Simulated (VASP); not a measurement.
Runs of VASP 6.6.1 on Na. Symmetry: P6_3/mmc, No. 194, hexagonal system. Conventional cell: a = 3.767 Å, b = 3.767 Å, c = 6.154 Å, α = 90.00°, β = 90.00°, γ = 120.00°. Na (site symmetry -6m2) has 12 Na at 3.77 Å as nearest neighbours. This isn't the form of Na at room conditions, which is bcc.

```tsv
task	level	potentials or basis	cell	gap on the mesh (eV)	pressure (GPa)
single point	LDA	VASP PAW LDA potentials, release 64 (Na_pv)	as given	none	-0.9
electric field gradients	LDA	VASP PAW LDA potentials, release 64 (Na_pv)	as given	none	-0.9
electric field gradients	PBEsol	VASP PAW PBE potentials, release 64 (Na_pv)	as given	none	-0.3
electric field gradients	PBE	VASP PAW PBE potentials, release 64 (Na_pv)	volume scaled by 0.96, PAW files	none	0.2
single point	PBEsol	VASP PAW PBE potentials, release 64 (Na_pv)	as given	none	-0.3
single point	PBE	VASP PAW PBE potentials, release 64 (Na_pv)	as given	none	(a)
```

Alike in all rows: no spin polarisation; k mesh 13 × 13 × 7; cutoff (eV) 520; smearing fermi-dirac 0.05 eV.

Fill in the values left out.

(a) -0.1.

Caveats: the PAW data sets were made with another functional, which shifts forces and pressure a little (some runs).

A gap of «none» marks a metal or a gap under the smearing width.
